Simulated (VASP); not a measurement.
A run of VASP 6.6.1 is set up as follows.

INCAR

```
SYSTEM = Os
PREC = Accurate ; ENCUT = 520
EDIFF = 1E-7 ; ISMEAR = 0
SIGMA = 0.026000000000000002 ; LREAL = .False.
LASPH = .True. ; NELM = 60
ALGO = Normal ; ISIF = 2
LWAVE = .False. ; LCHARG = .True.
GGA = PE ; LELF = .True.
LVHAR = .True. ; NBANDS = 15
```

File KPOINTS:

```
regular mesh
0
Gamma
  11 11 6
  0 0 0
```

The input POSCAR:

```
Os
1.0
    2.7341000000      0.0000000000      0.0000000000
   -1.3670500000      2.3678000565      0.0000000000
    0.0000000000      0.0000000000      4.3197000000
Os
2
Direct
    0.6666666667      0.3333333333      0.7500000000
    0.3333333333      0.6666666667      0.2500000000
```

Potentials or basis: VASP PAW PBE potentials, release 64 (Os).

The run is started by

```console
$ cat potpaw_PBE.64/Os/POTCAR > POTCAR
$ mpirun -np 1 vasp_std > vasp.out
```

Task: Predict the pressure.

Result: 8.8 GPa.

Task: Estimate the band gap on the k mesh.

Result: None (metal or under the smearing width).

Stress tensor (GPa, compression positive):
```
8.70 0.00 0.00
0.00 8.70 0.00
0.00 0.00 8.99
```

Spin-orbit coupling is left out, which matters for the levels of Os.
